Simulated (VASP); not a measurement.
# InPd (P4mm) in VASP: notebook

Runs on InPd. Level: PBE. Tasks: single point.

All numbers are computed with VASP 6.6.1; they aren't measurements. Logs are shortened: lines on timing, memory, paths and dates and some standing lists are left out, and cuts for length are marked.

### 1 The cell of the first run

Symmetry: P4mm, No. 99, tetragonal system. The conventional cell has a = 3.272 Å, b = 3.272 Å, c = 3.272 Å, α = 90.00°, β = 90.00°, γ = 90.00°. Around In (site symmetry 4mm) lie 8 Pd at 2.83 to 2.84 Å. Around Pd (site symmetry 4mm) lie 8 In at 2.83 to 2.84 Å.

The cell comes from a database or a generator and needn't be the stable form of this composition.

### 2 Single point, PBE (all In atoms moved +0.013 Å, as atom 1 along Cartesian [1 0 0])

INCAR

```
SYSTEM = InPd
ALGO = Fast
EDIFF = 1E-6
ENCUT = 520
GGA = PE
ISIF = 2
ISMEAR = 0
LASPH = .TRUE.
LCHARG = .FALSE.
LREAL = .FALSE.
LWAVE = .FALSE.
NBANDS = 18
NELM = 100
PREC = Accurate
SIGMA = 0.15
```

KPOINTS

```
k-points
0
G
  14 14 14
  0 0 0
```

POSCAR

```
InPd
1.0
    3.2718847800      0.0000000000      0.0000000000
    0.0000000000      3.2718847800      0.0000000000
    0.0000000000      0.0000000000      3.2718847800
In Pd
1 1
Direct
    0.0038204279      0.0000000000      0.0000000000
    0.5000000000      0.5000000000      0.5000000000
```

Potentials or basis: VASP PAW PBE potentials, release 64 (In_d, Pd).

Command:

```bash
cat potpaw_PBE.64/In_d/POTCAR potpaw_PBE.64/Pd/POTCAR > POTCAR
mpirun -np 1 vasp_std > vasp.out
```

OUTCAR:

```text
SYSTEM = InPd
   EDIFF = 1E-6
   ENCUT = 520
   GGA = PE
   ISIF = 2
   ISMEAR = 0
   LASPH = .TRUE.
   LREAL = .FALSE.
   NELM = 100
   PREC = Accurate

 ion  position               nearest neighbor table
   1  0.004  0.000  0.000-   2 2.83   2 2.83   2 2.83   2 2.83   2 2.84   2 2.84   2 2.84   2 2.84

   2  0.500  0.500  0.500-   1 2.83   1 2.83   1 2.83   1 2.83   1 2.84   1 2.84   1 2.84   1 2.84

  LATTYP: Found a simple cubic cell.
 ALAT       =     3.2718847800

  Lattice vectors:

 A1 = (   3.2718847800,   0.0000000000,   0.0000000000)
 A2 = (   0.0000000000,   3.2718847800,   0.0000000000)
 A3 = (   0.0000000000,   0.0000000000,   3.2718847800)

Analysis of symmetry for initial positions (statically):
=====================================================================
 Subroutine PRICEL returns:
 Original cell was already a primitive cell.

 Routine SETGRP: Setting up the symmetry group for a
 simple cubic supercell.

 Subroutine GETGRP returns: Found  8 space group operations
 (whereof  8 operations were pure point group operations)
 out of a pool of 48 trial point group operations.

The static configuration has the point symmetry C_4v.

Analysis of symmetry for dynamics (positions and initial velocities):
=====================================================================
 Subroutine PRICEL returns:
 Original cell was already a primitive cell.

 Routine SETGRP: Setting up the symmetry group for a
 simple cubic supercell.

 Subroutine GETGRP returns: Found  8 space group operations
 (whereof  8 operations were pure point group operations)
 out of a pool of 48 trial point group operations.

The dynamic configuration has the point symmetry C_4v.

 Subroutine INISYM returns: Found  8 space group operations
 (whereof  8 operations are pure point group operations),
 and found     1 'primitive' translations

----------------------------------------------------------------------------------------

                                     Primitive cell

  volume of cell :      35.0263

  direct lattice vectors                    reciprocal lattice vectors
     3.271884780  0.000000000  0.000000000     0.305634234  0.000000000  0.000000000
     0.000000000  3.271884780  0.000000000     0.000000000  0.305634234  0.000000000
     0.000000000  0.000000000  3.271884780     0.000000000  0.000000000  0.305634234

  length of vectors
     3.271884780  3.271884780  3.271884780     0.305634234  0.305634234  0.305634234

  position of ions in fractional coordinates (direct lattice)
     0.003820428  0.000000000  0.000000000
[... 80 lines left out ...]
   EDIFFG = 0.1E-04   stopping-criterion for IOM
   NSW    =      0    number of steps for IOM
   IBRION =     -1    ionic relax: 0-MD 1-quasi-New 2-CG
   NFREE  =      0    steps in history (QN), initial steepest desc. (CG)
   ISIF   =      2    stress and relaxation
   ISYM   =      2    0-nonsym 1-usesym 2-fastsym
   POTIM  = 0.5000    time-step for ionic-motion
   TEBEG  =    0.0;   TEEND  =   0.0 temperature during run
   PSTRESS=    0.0 pullay stress
   NELECT =      23.0000    total number of electrons
   NUPDOWN=      -1.0000    fix difference up-down
   EMIN   =  10.00;   EMAX   =-10.00  energy-range for DOS
   EFERMI =   0.00;   METHOD = LEGACY
   ISMEAR =     0;   SIGMA  =   0.15  broadening in eV -4-tet -1-fermi 0-gaus
   EFERMI_NEDOS =   21; number of points for ismear=-14 and -15
   IALGO  =     68    algorithm
   IMIX   =      4    mixing-type and parameters
     AMIX     =   0.40;   BMIX     =  1.00
     AMIX_MAG =   1.60;   BMIX_MAG =  1.00
  volume/ion in A,a.u.               =      17.51       118.18
  Fermi-wavevector in a.u.,A,eV,Ry     =   1.422938  2.688964 27.548447  2.024754
  Thomas-Fermi vector in A             =   2.543589
   LORBIT       =      0    0 simple, 1 ext, 2 COOP (PROOUT), +10 PAW based schemes
   GGA     = PE    functional components
   LHFCALC =     F    Hartree Fock is set to
   AEXX    =    0.0000 exact exchange contribution
   IVDW    =     0    specifies the selected vdW correction
   LEPSILON=     F    determine dielectric tensor
   LRPA    =     F    only Hartree local field effects (RPA)
 non-spin polarized calculation
 RMM-DIIS sequential band-by-band and
 Gauss-broadening in eV      SIGMA  =   0.15
  energy-cutoff  :      520.00
  volume of cell :       35.03
 maximum number of plane-waves:       968
   NGX = 13   NGY = 13   NGZ = 13

 number of electron      22.9999998 magnetization

 Free energy of the ion-electron system (eV)
  ---------------------------------------------------
  ext. energy  EPLUGINS =         0.00000000
  ---------------------------------------------------
  free energy    TOTEN  =        -8.73844152 eV

  energy without entropy =       -8.73050375  energy(sigma->0) =       -8.73447263

 E-fermi :  10.5490     XC(G=0): -12.2313

 val. band max:       10.5267834486   @ k =   0.3571   0.2143   0.1429
 cond. band min:      10.5523086448   @ k =   0.0714   0.0000   0.2857
 fundamental gap:      0.0255251962
 Fermi energy:        10.5489659525

 k-point     1 :       0.0000    0.0000    0.0000
  band No.  band energies     occupation
      1      -4.4727      2.00000
      2      -4.4727      2.00000
      3      -4.0644      2.00000
      4      -4.0644      2.00000
      5      -4.0644      2.00000
      6       0.4305      2.00000
[... 481 lines left out ...]
      5      -4.0518      2.00000
      6       1.7888      2.00000
[... 10 lines left out ...]
     17      23.3830      0.00000
     18      24.9101      0.00000

 [... further k-points ...]

------------------------ aborting loop because EDIFF is reached ----------------------------------------

  FORCE on cell =-STRESS in cart. coord.  units (eV):
  Direction    XX          YY          ZZ          XY          YZ          ZX
  --------------------------------------------------------------------------------------
  -------------------------------------------------------------------------------------
  Total        0.8201309      0.8216131      0.8216131      0.0000000      0.0000000      0.0000000
  in kB       37.5145529     37.5823507     37.5823507      0.0000000      0.0000000      0.0000000
  external PRESSURE =      37.5597515 kB  Pullay stress =       0.0000000 kB

 VOLUME and BASIS-vectors are now :
 -----------------------------------------------------------------------------
  energy-cutoff  :      520.00
  volume of cell :       35.03
      direct lattice vectors                 reciprocal lattice vectors
     3.271884780  0.000000000  0.000000000     0.305634234  0.000000000  0.000000000
     0.000000000  3.271884780  0.000000000     0.000000000  0.305634234  0.000000000
     0.000000000  0.000000000  3.271884780     0.000000000  0.000000000  0.305634234

 POSITION                                       TOTAL-FORCE (eV/Angst)
 -----------------------------------------------------------------------------------
      0.01250      0.00000      0.00000        -0.052707     -0.000000     -0.000000
      1.63594      1.63594      1.63594         0.052707      0.000000      0.000000
 -----------------------------------------------------------------------------------
    total drift:                                0.000673      0.000000      0.000004

  FREE ENERGIE OF THE ION-ELECTRON SYSTEM (eV)
  ---------------------------------------------------
  free  energy   TOTEN  =        -8.7384415235 eV

  energy  without entropy=       -8.7305037463  energy(sigma->0) =       -8.73447263
```

Run time: 82 s. Hardware: 1 thread of Intel Xeon Platinum 8375C at 2.90GHz (Ice Lake), shared host; peak memory 0.29 GiB.

Results:

```yaml
Free_energy: -8.7384 eV
Pressure: 3.8 GPa
Largest_force: 0.053 eV/Å
Band_gap_on_the_k_mesh: none (metal or under the smearing width)
```

Forces on the atoms (eV/Å):
```
In  -0.053  0.000  0.000
Pd   0.053  0.000  0.000
```

Levels at points of the mesh, in eV from the Fermi level:
```
           k point  band 9  band 10  band 11  band 12  band 13  band 14  band 15  band 16
(0.00, 0.00, 0.00)   -2.33    -2.33    -2.33     4.17     4.17     4.17     9.38    10.52
(0.50, 0.00, 0.00)   -3.32    -3.32    -2.41    -1.17     9.50     9.50     9.83    10.67
(0.00, 0.50, 0.00)   -3.32    -3.32    -2.41    -1.17     9.49     9.50     9.84    10.66
(0.50, 0.50, 0.00)   -2.74    -2.38    -2.38    -1.76     1.40     2.42     9.42    11.28
(0.00, 0.50, 0.50)   -2.74    -2.38    -2.38    -1.76     1.40     2.42     9.42    11.28
(0.50, 0.50, 0.50)   -1.72    -1.72    -0.13     3.73     3.73     3.74     4.34     4.34
```

### 3 Single point, PBE (all In atoms moved +0.075 Å, as atom 1 along Cartesian [1 0 0])

INCAR

```
  PREC = Accurate
  ENCUT = 520
  EDIFF = 1E-6
  ISMEAR = 0
  SIGMA = 0.15
  LREAL = F
  LASPH = T
  NELM = 100
  ALGO = Fast
  ISIF = 2
  LWAVE = F
  LCHARG = T
  GGA = PE
  LELF = T
  LVHAR = T
  NBANDS = 18
```

KPOINTS

```
Automatic mesh
0
Gamma
  14 14 14
```

Edit POSCAR of step 2 so:

```diff
@@ -8,3 +8,3 @@
 Direct
-    0.0038204279      0.0000000000      0.0000000000
+    0.0229225676      0.0000000000      0.0000000000
     0.5000000000      0.5000000000      0.5000000000
```

Potentials or basis: VASP PAW PBE potentials, release 64 (In_d, Pd).

Command:

```bash
cat potpaw_PBE.64/In_d/POTCAR potpaw_PBE.64/Pd/POTCAR > POTCAR
mpirun -np 1 vasp_std > vasp.out
```

It took 68 s on 1 thread of Intel Xeon Platinum 8375C at 2.90GHz (Ice Lake), shared host; peak memory 0.29 GiB.

The run converged. Its results:

| Quantity | Value |
| --- | --- |
| Free energy | -8.7269 eV |
| Pressure | 4.0 GPa |
| Largest force | 0.318 eV/Å |
| Band gap on the k mesh | none (metal or under the smearing width) |

Forces in eV/Å, atoms in the order of the input:
```
In  -0.318  0.000  0.000
Pd   0.318  0.000  0.000
```

Stress tensor (GPa, compression positive):
```
3.86 0.00 0.00
0.00 4.10 0.00
0.00 0.00 4.10
```

Levels at points of the mesh, in eV from the Fermi level:
```tsv
k point	band 10	band 11	band 12	band 13	band 14	band 15
(0.00, 0.00, 0.00)	-2.34	-2.34	4.17	4.17	4.20	9.36
(0.50, 0.00, 0.00)	-3.32	-2.41	-1.17	9.47	9.47	9.83
(0.00, 0.50, 0.00)	-3.31	-2.41	-1.18	9.28	9.51	9.98
(0.50, 0.50, 0.00)	-2.38	-2.36	-1.76	1.39	2.41	9.43
(0.00, 0.50, 0.50)	-2.35	-2.35	-1.76	1.40	2.42	9.45
(0.50, 0.50, 0.50)	-1.72	-0.12	3.65	3.65	3.74	4.34
```
